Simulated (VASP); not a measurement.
The system is TiSe.

```
Ti Se
1.0
     0.00000    3.10300    3.10300
     3.10300    0.00000    3.10300
     3.10300    3.10300    0.00000
Ti Se
1 1
Direct
  0.00000 0.00000 0.00000
  0.25000 0.25000 0.25000
```

The cell comes from a database or a generator and needn't be the stable form of this composition.

Base run:

| Item | Value |
| --- | --- |
| Program | VASP 6.6.1 |
| Functional | PBEsol |
| Potentials or basis | VASP PAW PBE potentials, release 64 (Ti_sv, Se) |
| Cutoff | 520 eV |
| k mesh | 5 × 5 × 5 |
| Occupations | gaussian, width 0.05 eV |
| Spin | no spin polarisation |
| Hubbard terms | Ti d U = 4 eV |

Its results: band gap on the k mesh none (metal or under the smearing width); pressure -10.9 GPa.

Q: The run is repeated on the same cell with these changes: spin from no spin polarisation to collinear spin, random start; further incar settings from ALGO = Normal; EDIFF = 1e-06 to ALGO = Normal; EDIFF = 1e-07. What comes out?

A: Band gap on the k mesh 1.02 eV, indirect (least direct gap 1.16 eV); pressure -2.1 GPa; net moment 2.00 μB per cell; site moments Ti +1.70; Se -0.04 μB.

Caveats: the PAW data sets were made with another functional, which shifts forces and pressure a little; U without spin polarisation on a metal has little footing (some runs); an odd mesh through Γ misses points on the zone boundary, where band edges often lie (some runs).

Not every run made on this cell is shown here.
